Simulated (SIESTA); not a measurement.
BN under changes of volume

One of the cells (5.969 Å³/atom); the others are scaled copies at fixed shape and fractional positions:

```
N B
1.0
     2.55394    0.00000    0.00000
    -1.27697    2.21178    0.00000
     0.00000    0.00000    4.22685
N B
2 2
Direct
  0.33333 0.66667 0.12528
  0.66667 0.33333 0.62528
  0.33333 0.66667 0.49972
  0.66667 0.33333 0.99972
```

Measurements of this composition are mostly on another form, of space group No. 194.

* Program: SIESTA 5.4.2
* Functional: PBEsol
* Potentials or basis: PseudoDojo 0.4 standard (PBEsol files)
* Basis: DZP (energy shift 0.003 Ry)
* Grid cutoff: 800 Ry
* Energy shift: 0.003 Ry
* k mesh: 12 × 12 × 6
* Occupations: fermi-dirac, width 0.05 eV
* Spin: no spin polarisation

```tsv
volume (Å³/atom)	energy over the lowest point (meV/atom)	pressure (GPa)	gap on the mesh (eV)	largest force (eV/Å)
5.611	23.20	24.1	5.00	0.062
5.730	8.86	14.6	5.04	0.047
5.850	1.32	5.8	5.07	0.035
5.969	0.00	-2.1	5.09	0.021
6.088	4.35	-9.4	5.12	0.006
6.208	13.92	-16.1	5.14	0.010
6.327	?	?	?	?
```

Q: What does the run at 6.327 Å³/atom give?

A: Energy over the lowest point 28.22 meV/atom; pressure -22.1 GPa; gap on the mesh 5.16 eV; largest force 0.024 eV/Å.

Worked out: A Birch-Murnaghan fit of order 3 (a polynomial in V^(-2/3)) to the other rows has its minimum at 5.94 Å³/atom with B0 = V·E''(V) = 388 GPa and B' = 3.6 at fixed shape and positions, which overstates the stiffness. It gives 28.11 meV/atom at 6.327 Å³/atom, against the run's 28.22, and -dE/dV = -22.1 GPa, against -22.1. A straight line through the other rows of the gap, of slope 1.36 eV per unit of ln V, extrapolates to 5.17 eV, against the run's 5.16.

Energies are extrapolated to zero smearing.

Caveats: the basis of atomic orbitals isn't converged, which shifts pressures, moduli and gaps.

A mesh can miss the band edges.
